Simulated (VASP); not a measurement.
Wanted: the native input for a VASP 6.6.1 run.

| Property | Result |
| --- | --- |
| Task | relaxation of cell and atoms |
| Functional | optB86b-vdW |
| Potentials or basis | VASP PAW PBE potentials, release 64 (Hf_pv, S) |
| Cutoff | 600 eV |
| k mesh | 9 × 9 × 5 |
| Occupations | gaussian, width 0.03 eV |
| Spin | no spin polarisation |
| Further INCAR settings | ALGO = Normal; EDIFF = 1e-06; IBRION = 2; EDIFFG = -0.01; NSW = 90; ISIF = 3 |

The structure of HfS2 lies in POSCAR:

```
HfS2
1.0
    3.6396641800      0.0000000000      0.0000000000
   -1.8198320900      3.1520416411      0.0000000000
    0.0000000000      0.0000000000      6.0555624700
Hf S
1 2
Direct
    0.0000000000      0.0000000000      0.0000000000
    0.6666666700      0.3333333300      0.7639520500
    0.3333333300      0.6666666700      0.2360479500
```

The cell is a database's computed one.

These files were run (other wordings do the same):

INCAR

```
  PREC = Accurate
  ENCUT = 600
  EDIFF = 1E-6
  ISMEAR = 0
  SIGMA = 0.03
  LREAL = F
  LASPH = T
  NELM = 80
  ALGO = Normal
  ISIF = 3
  LWAVE = F
  LCHARG = F
  GGA = MK
  LUSE_VDW = T
  AGGAC = 0.0
  PARAM1 = 0.1234
  PARAM2 = 1.0
  IBRION = 2
  NSW = 90
  EDIFFG = -0.01
```

KPOINTS

```
regular mesh
0
Gamma
  9 9 5
```

Potentials or basis: VASP PAW PBE potentials, release 64 (Hf_pv, S).

Run with:

```console
$ cat potpaw_PBE.64/Hf_pv/POTCAR potpaw_PBE.64/S/POTCAR > POTCAR
$ mpirun -np 1 vasp_std > vasp.out
```

It gave:

```yaml
Relaxed_volume: 22.07 Å³/atom
Relaxed_cell: a = 3.614 Å, b = 3.614 Å, c = 5.853 Å, α = 90.00°, β = 90.00°, γ = 120.00°
Space_group_after_relaxing_to_0.05_Å: P-3m1 (No. 164)
Energy_gained_by_relaxing: 5.6 meV/atom
Ionic_steps: 10
Pressure_after_relaxing: 0.0 GPa
Largest_force_after_relaxing: 0.004 eV/Å
Band_gap_on_the_k_mesh: 0.99 eV, indirect (least direct gap 1.88 eV)
```

Caveat: the PAW data sets were made with another functional, which shifts forces and pressure a little; spin-orbit coupling is left out, which moves the levels of the heavy elements; an odd mesh through Γ misses points on the zone boundary, where band edges often lie.

It took 8.9 min on 1 thread of Intel(R) Xeon(R) 6975P-C (Granite Rapids), on a shared host, peak memory 0.49 GiB.
